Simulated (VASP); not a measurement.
A calculation with VASP 6.6.1 of Zn (ASE script, structure typed inline):

File run.py:

```python
from ase import Atoms
from ase.calculators.vasp import Vasp
from ase.dft.bandgap import bandgap

atoms = Atoms(
    ['Zn', 'Zn'],
    cell=[[2.67, 0.0, 0.0], [-1.335, 2.3122878281, 0.0], [0.0, 0.0, 4.966]],
    scaled_positions=[[0.6666666667, 0.3333333333, 0.75], [0.3333333333, 0.6666666667, 0.25]],
    pbc=True,
)
calc = Vasp(
    directory='calc',
    xc='pbesol',
    pp='PBE',
    setups={'base': 'minimal', 'Zn': '_GW'},
    prec='Accurate',
    encut=550,
    ediff=1e-07,
    ismear=0,
    sigma=0.1,
    lreal=False,
    lasph=True,
    nelm=80,
    algo='Fast',
    isif=2,
    lwave=False,
    lcharg=False,
    kpts=[11, 11, 6],
    gamma=True,
)
atoms.calc = calc

print('energy (eV):', atoms.get_potential_energy())
print('free energy (eV):', atoms.get_potential_energy(force_consistent=True))
print('forces (eV/A):')
print(atoms.get_forces())
print('stress (eV/A^3, Voigt):', atoms.get_stress())
print('Fermi level (eV):', calc.get_fermi_level())
gap, top, bottom = bandgap(calc)
print('band gap (eV):', gap, 'from (spin, k, band)', top, 'to', bottom)
```

Potentials or basis: VASP PAW PBE potentials, release 64 (Zn_GW).

Launch:

```sh
$ python run.py
```

Write the same calculation in another form: native input, structure from a POSCAR.

As run:

Contents of INCAR:

```
SYSTEM = Zn
PREC = Accurate
ENCUT = 550
EDIFF = 1E-6
ISMEAR = 0
SIGMA = 0.1
LREAL = .FALSE.
LASPH = .TRUE.
NELM = 60
ALGO = Normal
ISIF = 2
LWAVE = .FALSE.
LCHARG = .FALSE.
GGA = PS
NBANDS = 19
```

File KPOINTS:

```
regular mesh
0
G
  11 11 6
  0 0 0
```

The input POSCAR:

```
Zn
2.67
    1.000000000000      0.000000000000      0.000000000000
   -0.500000000000      0.866025403783      0.000000000000
    0.000000000000      0.000000000000      1.859925093633
Zn
2
Direct
    0.6666666667      0.3333333333      0.7500000000
    0.3333333333      0.6666666667      0.2500000000
```

Potentials or basis: VASP PAW PBE potentials, release 64 (Zn_GW).

The run is started by

```bash
$ cat potpaw_PBE.64/Zn_GW/POTCAR > POTCAR
$ mpirun -np 1 vasp_std > vasp.out
```

Both were run:

|  | ASE script, structure typed inline | native input, structure from a POSCAR |
| --- | --- | --- |
| Pressure | -5.8 GPa | -5.7 GPa |
| Band gap on the k mesh | none (metal or under the smearing width) | none (metal or under the smearing width) |

Keys that steer only the numerical path or the files written may differ.

Caveat: the PAW data sets were made with another functional, which shifts forces and pressure a little.
